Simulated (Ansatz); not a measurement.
Tl (fcc): a workflow

Level of theory: DFT, HSE06, scalar-relativistic, no spin polarisation; plane waves to 420 eV with PAW datasets (Ansatz 0.2.0), 8×8×8 k-mesh, Gaussian smearing of 0.05 eV; PAW files: Ansatz's generated set soft_2.

At room temperature and ambient pressure Tl is hcp.

The start:

```yaml
crystal:
  lattice:
    - [0.00000, 2.42949, 2.42949]
    - [2.42949, 0.00000, 2.42949]
    - [2.42949, 2.42949, 0.00000]
  atoms:
    - { symbol: Tl, position: [0.00000, 0.00000, 0.00000] }
```

The steps in volume:

```
run  level  k-mesh        kind  V (Å³/atom)  P (GPa)  E − E(final) (meV/atom)  gap on the mesh (eV)
  1    PBE   8×8×8  fixed cell        28.68      2.9                        –                 metal
  2    PBE   8×8×8  fixed cell        29.24      2.1                        –                 metal
  3    PBE   8×8×8  fixed cell        31.14      0.1                        –                 metal
  4  HSE06   8×8×8  fixed cell        31.14     -0.9                      3.1                 metal
  5  HSE06   8×8×8  fixed cell        30.95     -0.8                      2.1                 metal
  6  HSE06   8×8×8  fixed cell        30.11      0.0                      0.0                 metal
```

The volume is at zero pressure for this level.

The final structure (symmetry read at 0.01 Å). It takes space group Fm-3m (No. 225, cubic). The conventional cell has a = 4.939 Å, b = 4.939 Å, c = 4.939 Å, α = 90.00°, β = 90.00°, γ = 90.00°. Around Tl (site symmetry m-3m) lie 12 Tl at 3.49 Å. (Shells end 15 % past the nearest neighbour.)

```csv
atom,site,symmetry,x,y,z
Tl,4a,m-3m,0.0000,0.0000,0.0000
```

- At the final geometry the gap, band path included, is zero (metallic).
- The runs in the table took roughly 2.6 core-minutes.

**Why it comes out so.**

With 13 valence electrons in the calculation's cell and no magnetic order, the bands, two electrons each, can't all be full or empty: band theory demands a metal.

These numbers lack spin–orbit coupling. Pressures of hybrids are less tightly converged. For a metal under a hybrid functional this mesh is coarse.
